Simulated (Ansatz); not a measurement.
SiO2, 12 atoms in the cell. The structure is tetragonal, space group I4/mmm (No. 139). The conventional cell has a = 8.944 Å, b = 8.944 Å, c = 5.224 Å, α = 90.00°, β = 90.00°, γ = 90.00°. Si (site symmetry m2m) has 4 O at 1.60 to 1.61 Å as nearest neighbours. O (site symmetry m2m) is surrounded by 2 Si at 1.61 Å. Around O (site symmetry 2/m) lie 2 Si at 1.60 Å. The cell comes from a database or a generator and needn't be the stable form of this composition.

| Quantity | Value |
| --- | --- |
| Program | Ansatz 0.2.0 |
| Task | relaxation of cell and atoms |
| Functional | PBE |
| Dispersion | D3(BJ) |
| Potentials or basis | Ansatz PAW |
| Cutoff | 420 eV (not typed: the program's choice for these potentials) |
| k mesh | 6 × 6 × 6 |
| Occupations | fermi-dirac, width 0.05 eV |
| Spin | no spin polarisation |

Potentials or basis: Ansatz PAW.

The run is started by

```bash
$ ansatz run input.yaml --threads 4 --pin off --max-ram 11264MiB --backend cpu --events-out ev --progress --plain --runs-dir out
```

Hardware: 4 threads of Arm Neoverse V2 (shared host).

Problem. How long does it take, and how much memory?

Solution. It took 33 s on 4 threads of Arm Neoverse V2, on a shared host, peak memory 0.7 GiB. Counts: scf iterations 49, plane waves 4149, k points 30, bands 44, ion steps 9.
